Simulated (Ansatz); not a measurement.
**MgH₂: a run for the field gradients**

```yaml
crystal:
  lattice:
    - [4.72193596, 0.0, 0.0]
    - [0.0, 9.30579052, 0.0]
    - [0.0, 0.0, 4.87028612]
  atoms:
    - { symbol: Mg, position: [0.27482437, 0.11780639, 0.02861916] }
    - { symbol: Mg, position: [0.22517563, 0.88219361, 0.52861916] }
    - { symbol: Mg, position: [0.72517563, 0.61780639, 0.47138084] }
    - { symbol: Mg, position: [0.77482437, 0.11780639, 0.47138084] }
    - { symbol: Mg, position: [0.77482437, 0.38219361, 0.97138084] }
    - { symbol: Mg, position: [0.27482437, 0.38219361, 0.52861916] }
    - { symbol: Mg, position: [0.22517563, 0.61780639, 0.02861916] }
    - { symbol: Mg, position: [0.72517563, 0.88219361, 0.97138084] }
    - { symbol: H, position: [0.51142157, 0.4747625, 0.2422186] }
    - { symbol: H, position: [0.01142157, 0.4747625, 0.2577814] }
    - { symbol: H, position: [0.01142157, 0.0252375, 0.7577814] }
    - { symbol: H, position: [0.98857843, 0.5252375, 0.7422186] }
    - { symbol: H, position: [0.33626107, 0.70383878, 0.37765303] }
    - { symbol: H, position: [0.33626107, 0.79616122, 0.87765303] }
    - { symbol: H, position: [0.48857843, 0.9747625, 0.2577814] }
    - { symbol: H, position: [0.98857843, 0.9747625, 0.2422186] }
    - { symbol: H, position: [0.83626107, 0.79616122, 0.62234697] }
    - { symbol: H, position: [0.83626107, 0.70383878, 0.12234697] }
    - { symbol: H, position: [0.51142157, 0.0252375, 0.7422186] }
    - { symbol: H, position: [0.48857843, 0.5252375, 0.7577814] }
    - { symbol: H, position: [0.66373893, 0.20383878, 0.12234697] }
    - { symbol: H, position: [0.16373893, 0.29616122, 0.87765303] }
    - { symbol: H, position: [0.16373893, 0.20383878, 0.37765303] }
    - { symbol: H, position: [0.66373893, 0.29616122, 0.62234697] }
kpoints:
  mp_grid: { grid: [6, 3, 6] }
scf:
  occupations: { method: fermi_dirac, width: 0.02 }
  max_iter: 75
hamiltonian:
  xc: lda+u
  pseudopotentials: { kind: paw }
output:
  forces: true
  stress: true
  populations: true
  efg:
    quadrupole_moments_barn: { Mg: 0.1994, H: 0.00285783 }
    contact_densities: true
```

```sh
ansatz run input.yaml --threads 1 --pin off --max-ram 2560MiB --backend cpu --events-out ev --progress --plain --runs-dir out
```

Problem. What happens when this input is run?

Solution. The input was rejected before any iteration. The input holds an unknown functional. The program says:

```
Error: YAML parse error: error: line 37 column 7: hamiltonian.xc: unknown variant `lda+u`, expected one of `lda`, `lda-pw`, `pw92`, `pbe`, `pbesol`, `rpbe`, `revpbe`, `blyp`, `pbe0`, `revpbe0`, `b3lyp`, `b3lyp5`, `hse06`, `wpbeh`, `hiss`, `lc_wpbe`, `cam_b3lyp`, `hf`, `r2scan`, `r2scanh`, `r2scan0`, `r2scan50`, `mr2scan`
  --> <input>:37:7
   |
35 |   max_iter: 75
36 | hamiltonian:
37 |   xc: lda+u
   |       ^ hamiltonian.xc: unknown variant `lda+u`, expected one of `lda`, `lda-pw`, `pw92`, `pbe`, `pbesol`, `rpbe`, `revpbe`, `blyp`, `pbe0`, `revpbe0`, `b3lyp`, `b3lyp5`, `hse06`, `wpbeh`, `hiss`, `lc_wpbe`, `cam_b3lyp`, `hf`, `r2scan`, `r2scanh`, `r2scan0`, `r2scan50`, `mr2scan`
38 |   pseudopotentials: { kind: paw }
39 | output:
   |
```

Against a sound input the change was `hamiltonian.xc`: pbe → lda+u; `scf.max_iter`: not typed → 75.

With the sound settings the run converges and gives V_zz (10²¹ V/m²) Mg 0.89 (η 0.20), H9 0.21 (η 0.72), H13 -0.48 (η 0.86); a site carries the number of its first atom in the input.
